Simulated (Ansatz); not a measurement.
# MoS2: the cost of one run

Method: DFT PBE+D3(BJ), scalar-relativistic, plane waves, PAW, in Ansatz 0.2.0.

6 further runs of the same task are left out: 2 that didn't finish, 4 set aside as unsound or not needed.

**1. Starting point**

Symmetry: P6_3/mmc, No. 194, hexagonal system. The conventional cell has a = 3.497 Å, b = 3.497 Å, c = 13.702 Å, α = 90.00°, β = 90.00°, γ = 120.00°. Te (site symmetry 3m) has 3 Mo at 2.72 Å as nearest neighbours. Mo (site symmetry -6m2) has 6 Te at 2.72 Å as nearest neighbours.

Structure file:

```
CELL_PARAMETERS angstrom
3.49674 0.00000 0.00000
-1.74837 3.02826 0.00000
0.00000 0.00000 13.70205
ATOMIC_POSITIONS crystal
Te 0.33333 0.66667 0.11724
Te 0.66667 0.33333 0.61753
Te 0.66667 0.33333 0.88276
Te 0.33333 0.66667 0.38247
Mo 0.33333 0.66667 0.75014
Mo 0.66667 0.33333 0.24986
```

It goes back to an entry of the Materials Project, which need not be the stable form.

This cell was relaxed beforehand with the same method: volume 24.18 Å³/atom, gap on the mesh 0.67 eV.

**2. Te → S: the starting cell**

MoS2 starts from the relaxed positions of Te2Mo, with all lengths scaled by 0.894, a guess from tabulated radii. Atoms that may carry a moment start with parallel spins.

**3. Probe: one point at the start (MoS2)**

Input file input.yaml:

```yaml
crystal:
  lattice:
    - [3.1260910016, 0.0, 0.0]
    - [-1.5630455008, 2.707274222, 0.0]
    - [0.0, 0.0, 12.2496610554]
  atoms:
    - { symbol: S, position: [0.3333333333, 0.6666666667, 0.1172435443] }
    - { symbol: S, position: [0.6666666667, 0.3333333333, 0.617525437] }
    - { symbol: S, position: [0.6666666667, 0.3333333333, 0.8827564557] }
    - { symbol: S, position: [0.3333333333, 0.6666666667, 0.382474563] }
    - { symbol: Mo, position: [0.3333333333, 0.6666666667, 0.7501434882], spin: 1.0 }
    - { symbol: Mo, position: [0.6666666667, 0.3333333333, 0.2498565118], spin: 1.0 }
basis:
  ecutwfc: 420
kpoints:
  mp_grid: { grid: [6, 6, 2] }
hamiltonian:
  xc: pbe
  dispersion: d3bj
scf:
  occupations: { method: gaussian, width: 0.1 }
  lower_state_search: "off"
output:
  forces: true
  stress: true
  eigenvalues: true
  populations: true
magnetization:
  spin_polarized: true
```

Started as:

```sh
$ ansatz run input.yaml --threads 1 --pin off --max-ram 2560MiB --backend cpu --events-out ev --progress --plain --runs-dir out
```

Q: Estimate wall time and peak memory on 1 thread of Intel Xeon 6975P-C (Granite Rapids), shared host.

About 9.1 s, with a peak of 0.44 GiB.
